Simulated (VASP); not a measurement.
A run of VASP 6.6.1 is set up as follows.

File INCAR:

```
PREC     = Accurate       # precision mode
ENCUT    = 520            # plane-wave cutoff, eV
EDIFF    = 1E-7           # SCF threshold, eV
ISMEAR   = 0              # smearing method
SIGMA    = 0.01           # smearing width, eV
LREAL    = False          # projectors in reciprocal space
LASPH    = True           # aspherical terms in the spheres
NELM     = 150            # most SCF steps
ALGO     = Normal         # electronic algorithm
ISIF     = 2              # what is computed and relaxed
LWAVE    = False          # write WAVECAR
LCHARG   = False          # write CHGCAR
MAGMOM   = 0 0 0          # initial moments
LORBIT   = 11             # projections on sites
LSORBIT  = True           # spin-orbit coupling
GGA_COMPAT= False        
LORBMOM  = True         
GGA      = PS             # functional
IVDW     = 12             # dispersion correction
NBANDS   = 21             # bands
```

KPOINTS

```
regular mesh
0
Gamma
  7 7 7
```

The input POSCAR:

```
Ba
1.0
    3.5626437861      0.0000000000      0.0000000000
    0.0000000000      3.5626437861      0.0000000000
    0.0000000000      0.0000000000      3.5626437861
Ba
1
Direct
    0.0000000000      0.0000000000      0.0000000000
```

Potentials or basis: VASP PAW PBE potentials, release 64 (Ba_sv).

Launch:

```console
$ cat potpaw_PBE.64/Ba_sv/POTCAR > POTCAR
$ mpirun -np 1 vasp_ncl > vasp.out
```

(1) Estimate the dispersion energy per atom.

(2) Estimate the pressure.

## Answers

(1) -0.353 eV.

(2) 1.1 GPa.

Caveat: the PAW data sets were made with another functional, which shifts forces and pressure a little.
